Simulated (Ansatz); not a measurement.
Consider the cleavage of the Si–Sn bond: `[CH3][SnH2][SiH2]Cl` + `CC(=O)O` → `CC(=O)O[SiH2]Cl` + `[CH3][SnH3]`.

Isolated molecules relaxed with PBE0-D4/def2-TZVP in Ansatz; ΔE leaves out vibrations. CCSD(T)/CBS adds triple-zeta CCSD(T) − MP2 to the extrapolated MP2 energy (def2 sets, frozen cores). DFT in def2-TZVPP. def2 core potentials past Kr. For Sn outer-core shells are correlated without core-valence functions, which leaves a few kJ/mol of doubt a bond. One conformer a species, not always the lowest.

Is it downhill or uphill in electronic energy at CCSD(T)/CBS, and by how much? (Best estimate.)

Computed: Downhill: ΔE = -14.7 kcal/mol.

What do these levels give: PBE-D4, r2SCAN-D4, PBE0-D4, ωB97X-V, ωB97M-V, B2PLYP, PBE, r2SCAN, HF/def2-TZVPP, CCSD/def2-TZVPP, MP2/def2-QZVPP, MP2/CBS(def2)? (Best estimate.)

The calculation gave: PBE-D4 -10.6, r2SCAN-D4 -14.7, PBE0-D4 -11.9, ωB97X-V -15.6, ωB97M-V -16.1, B2PLYP -15.9, PBE -10.6, r2SCAN -14.7, HF/def2-TZVPP -19.3, CCSD/def2-TZVPP -16.5, MP2/def2-QZVPP -15.6, MP2/CBS(def2) -14.8 kcal/mol.

Largest T1 diagnostic among the species: 0.015.

From PBE to PBE0 (25 % exact exchange), in def2-TZVPP and without D4, ΔE moves by −1.4 kcal/mol. In def2-TZVPP, CCSD(T) changes the Hartree–Fock value by +3.0 kcal/mol (the triples alone add +0.3 kcal/mol) and MP2 by +2.9 kcal/mol.
